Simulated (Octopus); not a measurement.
# AlN under changes of volume

One of the cells (8.421 Å³/atom); the others are scaled copies at fixed shape and fractional positions:

```
CELL_PARAMETERS angstrom
0.00000 2.03452 2.03452
2.03452 0.00000 2.03452
2.03452 2.03452 0.00000
ATOMIC_POSITIONS crystal
Al 0.50000 0.50000 0.50000
N 0.00000 0.00000 0.00000
```

Measurements of this composition are mostly on another form, of space group No. 186.

- Program: Octopus 16.4
- Functional: PBEsol
- Potentials or basis: pseudodojo_pbesol (PseudoDojo 0.4, PBEsol)
- Grid spacing: 0.131 Å
- k mesh: 11 × 11 × 11
- Occupations: fermi-dirac, width 0.05 eV
- Spin: no spin polarisation

```tsv
volume (Å³/atom)	energy over the lowest point (meV/atom)	gap on the mesh (eV)
7.916	11.17	5.14
8.085	2.67	4.93
8.253	0.00	4.73
8.421	3.15	4.54
8.590	11.66	4.35
8.758	24.19	4.17
8.927	?	?
```

What does the run at 8.927 Å³/atom give?

Energy over the lowest point 40.38 meV/atom; gap on the mesh 4.00 eV.

Worked out: A Birch-Murnaghan fit of order 3 (a polynomial in V^(-2/3)) to the other rows has its minimum at 8.24 Å³/atom with B0 = V·E''(V) = 263 GPa and B' = 4.1. It gives 41.20 meV/atom at 8.927 Å³/atom, against the run's 40.38. A straight line through the other rows of the gap, of slope -9.59 eV per unit of ln V, extrapolates to 3.98 eV, against the run's 4.00.

Energies are extrapolated to zero smearing.

Caveats: an odd mesh through Γ misses points on the zone boundary, where band edges often lie.
